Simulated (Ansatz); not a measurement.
ZnTe:
```yaml
crystal:
  lattice:
    - [2.14475, 1.23827, 3.50165]
    - [-2.14475, 1.23827, 3.50165]
    - [0.00000, -2.47654, 3.50165]
  atoms:
    - { symbol: Zn, position: [0.02667, 0.02667, 0.02667] }
    - { symbol: Te, position: [0.77666, 0.77666, 0.77666] }
```

Relaxed with PBEsol. PBEsol (plane waves, PAW; program Ansatz) gives a gap of 1.24 eV.

Problem. What gap does HSE06 give on the same cell (Ansatz, PAW)?

Solution. 2.36 eV, 1.13 eV more. The hybrid was solved on a coarser mesh and at special points; its gap is the smallest among all of these.

```tsv
k	v1 PBEsol	c1 PBEsol	v1 HSE06	c1 HSE06
Γ	0.00	1.24	0.00	2.36
T	-0.93	1.73	…	…
L	-0.93	1.73	…	…
F	-2.25	2.19	…	…
S0	-1.87	2.56	-1.98	3.44
H0	-2.71	4.56	…	…
```

Problem. Top valence (v1) and lowest conduction level (c1) in eV from each method's valence maximum (which need not be a listed point): supply the withheld HSE06 values.

Solution. 
- L, v1 HSE06: -0.98
- L, c1 HSE06: 2.72
- H0, v1 HSE06: -2.83
- H0, c1 HSE06: 5.64
- F, v1 HSE06: -2.38
- F, c1 HSE06: 3.05
- T, v1 HSE06: -0.98
- T, c1 HSE06: 2.71

Cost on shared cores: the PBEsol run (SCF on a 8×8×8 mesh, then bands and DOS) very roughly 27 core-seconds, the HSE06 run (SCF on 6×6×6, then a few points) very roughly 2.6 core-minutes; the tasks are unlike.

Space group F-43m (zinc blende). Symmetry was held in the PBEsol relaxation; of distortions, only those at the zone centre were tested. Point labels and valley counts follow the cell and symmetry of the run, lower than the named group. Scalar-relativistic: spin–orbit coupling is off unless named, which matters more the heavier the elements.

Potentials: the later of the program's two PAW sets.
